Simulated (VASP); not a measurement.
# CdSe (F-43m) in VASP: notebook

The runs below take CdSe through relaxation of cell and atoms, with PBEsol, LDA, PBE.

Program: VASP 6.6.1. These are calculated values, not measurements. Logs are shortened: lines on timing, memory, paths and dates and some standing lists are left out, and cuts for length are marked.

## Step 1: The structure

Symmetry: F-43m, No. 216, cubic system. Conventional cell: a = 6.141 Å, b = 6.141 Å, c = 6.141 Å, α = 90.00°, β = 90.00°, γ = 90.00°. Around Cd (site symmetry -43m) lie 4 Se at 2.66 Å. Se (site symmetry -43m) has 4 Cd at 2.66 Å as nearest neighbours.

Measurements of this composition are mostly on another form, of space group No. 186.

## Step 2: Relaxation of cell and atoms, PBEsol

INCAR

```
PREC = Accurate
ENCUT = 600
EDIFF = 1E-7
ISMEAR = 0
SIGMA = 0.02
LREAL = F
LASPH = T
NELM = 80
ALGO = Normal
ISIF = 3
LWAVE = F
LCHARG = F
GGA = PS
IBRION = 2
NSW = 90
EDIFFG = -0.005
```

KPOINTS

```
regular mesh
0
Gamma
  10 10 10
```

POSCAR

```
CdSe
1.0
    0.0000000000      3.0702712000      3.0702712000
    3.0702712000      0.0000000000      3.0702712000
    3.0702712000      3.0702712000      0.0000000000
Cd Se
1 1
Direct
    0.0000000000      0.0000000000      0.0000000000
    0.2500000000      0.2500000000      0.2500000000
```

Potentials or basis: VASP PAW PBE potentials, release 64 (Cd, Se).

Run with:

```sh
cat potpaw_PBE.64/Cd/POTCAR potpaw_PBE.64/Se/POTCAR > POTCAR
mpirun -np 1 vasp_std > vasp.out
```

OUTCAR:

```text
PREC = Accurate
   ENCUT = 600
   EDIFF = 1E-7
   ISMEAR = 0
   LREAL = F
   LASPH = T
   NELM = 80
   ISIF = 3
   GGA = PS
   IBRION = 2
   NSW = 90
   EDIFFG = -0.005

 ion  position               nearest neighbor table
   1  0.000  0.000  0.000-   2 2.66   2 2.66   2 2.66   2 2.66
   2  0.250  0.250  0.250-   1 2.66   1 2.66   1 2.66   1 2.66

  LATTYP: Found a face centered cubic cell.
 ALAT       =     6.1405424000

  Lattice vectors:

 A1 = (   0.0000000000,   3.0702712000,   3.0702712000)
 A2 = (   3.0702712000,   0.0000000000,   3.0702712000)
 A3 = (   3.0702712000,   3.0702712000,   0.0000000000)

Analysis of symmetry for initial positions (statically):
=====================================================================
 Subroutine PRICEL returns:
 Original cell was already a primitive cell.

 Routine SETGRP: Setting up the symmetry group for a
 face centered cubic supercell.

 Subroutine GETGRP returns: Found 24 space group operations
 (whereof 24 operations were pure point group operations)
 out of a pool of 48 trial point group operations.

The static configuration has the point symmetry T_d .

Analysis of symmetry for dynamics (positions and initial velocities):
=====================================================================
 Subroutine PRICEL returns:
 Original cell was already a primitive cell.

 Routine SETGRP: Setting up the symmetry group for a
 face centered cubic supercell.

 Subroutine GETGRP returns: Found 24 space group operations
 (whereof 24 operations were pure point group operations)
 out of a pool of 48 trial point group operations.

The dynamic configuration has the point symmetry T_d .

 Subroutine INISYM returns: Found 24 space group operations
 (whereof 24 operations are pure point group operations),
 and found     1 'primitive' translations

----------------------------------------------------------------------------------------

                                     Primitive cell

  volume of cell :      57.8842

  direct lattice vectors                    reciprocal lattice vectors
     0.000000000  3.070271200  3.070271200    -0.162852063  0.162852063  0.162852063
     3.070271200  0.000000000  3.070271200     0.162852063 -0.162852063  0.162852063
     3.070271200  3.070271200  0.000000000     0.162852063  0.162852063 -0.162852063

  length of vectors
     4.342019171  4.342019171  4.342019171     0.282068048  0.282068048  0.282068048

  position of ions in fractional coordinates (direct lattice)
     0.000000000  0.000000000  0.000000000
     0.250000000  0.250000000  0.250000000

  ion indices of the primitive-cell ions
   primitive index   ion index
                 1           1
                 2           2

----------------------------------------------------------------------------------------

 KPOINTS: regular mesh

Automatic generation of k-mesh.
 Grid dimensions read from file:
 generate k-points for:   10   10   10

 Generating k-lattice:

  Cartesian coordinates                     Fractional coordinates (reciprocal lattice)
    -0.016285206  0.016285206  0.016285206     0.100000000  0.000000000  0.000000000
     0.016285206 -0.016285206  0.016285206     0.000000000  0.100000000  0.000000000
     0.016285206  0.016285206 -0.016285206     0.000000000  0.000000000  0.100000000

  Length of vectors
     0.028206805  0.028206805  0.028206805

  Shift w.r.t. Gamma in fractional coordinates (k-lattice)
     0.000000000  0.000000000  0.000000000

 Subroutine IBZKPT returns following result:
 ===========================================

 Found     47 irreducible k-points:

 Following reciprocal coordinates:
            Coordinates               Weight
  0.000000  0.000000  0.000000      1.000000
  0.100000  0.000000  0.000000      8.000000
  0.200000  0.000000  0.000000      8.000000
  0.300000  0.000000  0.000000      8.000000
  0.400000  0.000000  0.000000      8.000000
  0.500000  0.000000  0.000000      4.000000
[... 16 lines left out ...]
  0.300000  0.300000  0.000000      6.000000
  0.400000  0.300000  0.000000     24.000000
 [... further k-points ...]
   k-points           NKPTS =     47   k-points in BZ     NKDIM =     47   number of bands    NBANDS=     13
   number of dos      NEDOS =    301   number of ions     NIONS =      2
   total plane-waves  NPLWV =  46656
   dimension x,y,z NGX =    36 NGY =   36 NGZ =   36
   dimension x,y,z NGXF=    72 NGYF=   72 NGZF=   72
   ions per type =               1   1
   NGX,Y,Z   is equivalent  to a cutoff of  13.78, 13.78, 13.78 a.u.
   NGXF,Y,Z  is equivalent  to a cutoff of  27.57, 27.57, 27.57 a.u.
 SYSTEM =  unknown system
   PREC   = accura    normal or accurate (medium, high low for compatibility)
   ISTART =      0    job   : 0-new  1-cont  2-samecut
   ICHARG =      2    charge: 1-file 2-atom 10-const
   ISPIN  =      1    spin polarized calculation?
   LNONCOLLINEAR =      F non collinear calculations
   LSORBIT =      F    spin-orbit coupling
   LASPH  =      T    aspherical Exc in radial PAW
   ENCUT  =  600.0 eV  44.10 Ry    6.64 a.u.   8.67  8.67  8.67*2*pi/ulx,y,z
   NELM   =     80;   NELMIN=  2; NELMDL= -5     # of ELM steps
   EDIFF  = 0.1E-06   stopping-criterion for ELM
   LREAL  =      F    real-space projection
   EDIFFG = -.5E-02   stopping-criterion for IOM
   NSW    =     90    number of steps for IOM
   IBRION =      2    ionic relax: 0-MD 1-quasi-New 2-CG
   NFREE  =      1    steps in history (QN), initial steepest desc. (CG)
   ISIF   =      3    stress and relaxation
   ISYM   =      2    0-nonsym 1-usesym 2-fastsym
   POTIM  = 0.5000    time-step for ionic-motion
   TEBEG  =    0.0;   TEEND  =   0.0 temperature during run
   PSTRESS=    0.0 pullay stress
   NELECT =      18.0000    total number of electrons
   NUPDOWN=      -1.0000    fix difference up-down
   EMIN   =  10.00;   EMAX   =-10.00  energy-range for DOS
   EFERMI =   0.00;   METHOD = LEGACY
   ISMEAR =     0;   SIGMA  =   0.02  broadening in eV -4-tet -1-fermi 0-gaus
   EFERMI_NEDOS =   21; number of points for ismear=-14 and -15
   IALGO  =     38    algorithm
   IMIX   =      4    mixing-type and parameters
     AMIX     =   0.40;   BMIX     =  1.00
     AMIX_MAG =   1.60;   BMIX_MAG =  1.00
  volume/ion in A,a.u.               =      28.94       195.31
  Fermi-wavevector in a.u.,A,eV,Ry     =   1.109121  2.095935 16.737199  1.230149
  Thomas-Fermi vector in A             =   2.245657
   LORBIT       =      0    0 simple, 1 ext, 2 COOP (PROOUT), +10 PAW based schemes
   GGA     = PS    functional components
   LHFCALC =     F    Hartree Fock is set to
   AEXX    =    0.0000 exact exchange contribution
   IVDW    =     0    specifies the selected vdW correction
   LEPSILON=     F    determine dielectric tensor
   LRPA    =     F    only Hartree local field effects (RPA)
 conjugate gradient relaxation of ions
 non-spin polarized calculation
 Gauss-broadening in eV      SIGMA  =   0.02
  energy-cutoff  :      600.00
  volume of cell :       57.88
 maximum number of plane-waves:      1964
   NGX = 17   NGY = 17   NGZ = 17

--------------------------------------- Ionic step        1  -------------------------------------------

 number of electron      17.9999997 magnetization

 Free energy of the ion-electron system (eV)
  ---------------------------------------------------
  ext. energy  EPLUGINS =         0.00000000
  ---------------------------------------------------
  free energy    TOTEN  =        -6.17357659 eV

  energy without entropy =       -6.17357659  energy(sigma->0) =       -6.17357659

------------------------ aborting loop because EDIFF is reached ----------------------------------------

  FORCE on cell =-STRESS in cart. coord.  units (eV):
  Direction    XX          YY          ZZ          XY          YZ          ZX
  --------------------------------------------------------------------------------------
  -------------------------------------------------------------------------------------
  Total       -0.4173955     -0.4173955     -0.4173955      0.0000000     -0.0000000      0.0000000
  in kB      -11.5530890    -11.5530890    -11.5530890      0.0000000     -0.0000000      0.0000000
  external PRESSURE =     -11.5530890 kB  Pullay stress =       0.0000000 kB
[... 57 lines left out ...]
  energy  without entropy=       -6.1780694421  energy(sigma->0) =       -6.17806944

--------------------------------------- Ionic step        3  -------------------------------------------

 number of electron      17.9999998 magnetization

 Free energy of the ion-electron system (eV)
  ---------------------------------------------------
  ext. energy  EPLUGINS =         0.00000000
  ---------------------------------------------------
  free energy    TOTEN  =        -6.17851437 eV

  energy without entropy =       -6.17851437  energy(sigma->0) =       -6.17851437

 E-fermi :   0.8637     XC(G=0):  -9.0760

 val. band max:        0.7707441751   @ k =   0.0000   0.0000   0.0000
 cond. band min:       1.2436994435   @ k =   0.0000   0.0000   0.0000
 fundamental gap:      0.4729552684
 Fermi energy:         0.8637042886

 k-point     1 :       0.0000    0.0000    0.0000
  band No.  band energies     occupation
      1     -11.8245      2.00000
      2      -7.1248      2.00000
      3      -7.1248      2.00000
      4      -7.1248      2.00000
      5      -6.7490      2.00000
      6      -6.7490      2.00000
      7       0.7707      2.00000
      8       0.7707      2.00000
      9       0.7707      2.00000
     10       1.2437      0.00000
     11       6.6257      0.00000
     12       6.6257      0.00000
     13       6.6257      0.00000
[... 353 lines left out ...]
 k-point    24 :       0.4000    0.3000    0.0000
  band No.  band energies     occupation
      1     -11.4271      2.00000
      2      -6.9583      2.00000
      3      -6.9298      2.00000
      4      -6.8847      2.00000
      5      -6.7045      2.00000
      6      -6.5905      2.00000
      7      -2.7678      2.00000
      8      -0.8897      2.00000
      9      -0.7229      2.00000
     10       4.2496      0.00000
     11       4.7614      0.00000
     12       8.2176      0.00000
     13       9.2896      0.00000

 [... further k-points ...]

------------------------ aborting loop because EDIFF is reached ----------------------------------------

  FORCE on cell =-STRESS in cart. coord.  units (eV):
  Direction    XX          YY          ZZ          XY          YZ          ZX
  --------------------------------------------------------------------------------------
  -------------------------------------------------------------------------------------
  Total        0.0003222      0.0003222      0.0003222      0.0000000     -0.0000000      0.0000000
  in kB        0.0091296      0.0091296      0.0091296      0.0000000     -0.0000000      0.0000000
  external PRESSURE =       0.0091296 kB  Pullay stress =       0.0000000 kB
[... 17 lines left out ...]
  FREE ENERGIE OF THE ION-ELECTRON SYSTEM (eV)
  ---------------------------------------------------
  free  energy   TOTEN  =        -6.1785143724 eV

  energy  without entropy=       -6.1785143724  energy(sigma->0) =       -6.17851437

 reached required accuracy - stopping structural energy minimisation
```

It took 35 s on 1 thread of Intel Xeon 6975P-C (Granite Rapids), shared host; peak memory 0.24 GiB.

Results:

```yaml
Free_energy: -6.1785 eV
Relaxed_volume: 28.27 Å³/atom
Relaxed_cell: a = 4.308 Å, b = 4.308 Å, c = 4.308 Å, α = 60.00°, β = 60.00°, γ = 60.00°
Space_group_after_relaxing_to_0.05_Å: F-43m (No. 216)
Energy_gained_by_relaxing: 2.5 meV/atom
Ionic_steps: 3
Pressure_after_relaxing: 0.0 GPa
Band_gap_on_the_k_mesh: 0.47 eV, direct
```

The path:
```csv
step,energy change (eV),largest force (eV/Å),pressure (GPa),volume (Å³)
1,0.0000,0.0000,-1.16,57.88
2,-0.0045,0.0000,0.37,56.15
3,-0.0049,0.0000,0.00,56.54
```

Final structure:
```
Cd Se
1.0
     0.00000    3.04639    3.04639
     3.04639    0.00000    3.04639
     3.04639    3.04639    0.00000
Cd Se
1 1
Cartesian
  0.0000 0.0000 0.0000
  1.5232 1.5232 1.5232
```

Caveat: the PAW data sets were made with another functional, which shifts forces and pressure a little.

## Step 3: Relaxation of cell and atoms, LDA

INCAR: that of step 2 with these lines changed.

```diff
@@ -12,3 +12,2 @@
 LCHARG = F
-GGA = PS
 IBRION = 2
```

KPOINTS is that of step 2.

POSCAR is that of step 2.

Potentials or basis: VASP PAW LDA potentials, release 64 (Cd, Se).

Run with:

```sh
cat potpaw_LDA.64/Cd/POTCAR potpaw_LDA.64/Se/POTCAR > POTCAR
mpirun -np 1 vasp_std > vasp.out
```

It took 30 s on 1 thread of Intel Xeon 6975P-C (Granite Rapids), shared host; peak memory 0.21 GiB.

Results (log left out):

```yaml
Free_energy: -6.7637 eV
Relaxed_volume: 27.31 Å³/atom
Relaxed_cell: a = 4.259 Å, b = 4.259 Å, c = 4.259 Å, α = 60.00°, β = 60.00°, γ = 60.00°
Space_group_after_relaxing_to_0.05_Å: F-43m (No. 216)
Energy_gained_by_relaxing: 15.8 meV/atom
Ionic_steps: 3
Pressure_after_relaxing: 0.0 GPa
Band_gap_on_the_k_mesh: 0.42 eV, direct
```

The path:
```tsv
step	energy change (eV)	largest force (eV/Å)	pressure (GPa)	volume (Å³)
1	0.0000	0.0000	-2.93	57.88
2	-0.0277	0.0000	1.20	53.56
3	-0.0316	0.0000	0.00	54.62
```

Final structure:
```
Cd Se
1.0
     0.00000    3.01137    3.01137
     3.01137    0.00000    3.01137
     3.01137    3.01137    0.00000
Cd Se
1 1
Direct
  0.00000 0.00000 0.00000
  0.25000 0.25000 0.25000
```

Levels at points of the mesh, in eV from the valence-band top:
```csv
k point,band 6,band 7,band 8,band 9,band 10,band 11,band 12,band 13
"(0.00, 0.00, 0.00)",-7.65,0.00,0.00,0.00,0.42,5.80,5.80,5.80
"(0.50, 0.00, 0.00)",-7.33,-4.66,-0.81,-0.81,2.23,6.32,6.32,7.28
"(0.50, 0.50, 0.00)",-7.27,-4.30,-1.99,-1.99,2.88,3.64,9.02,10.20
```

(Continued in part 2 of 2.)
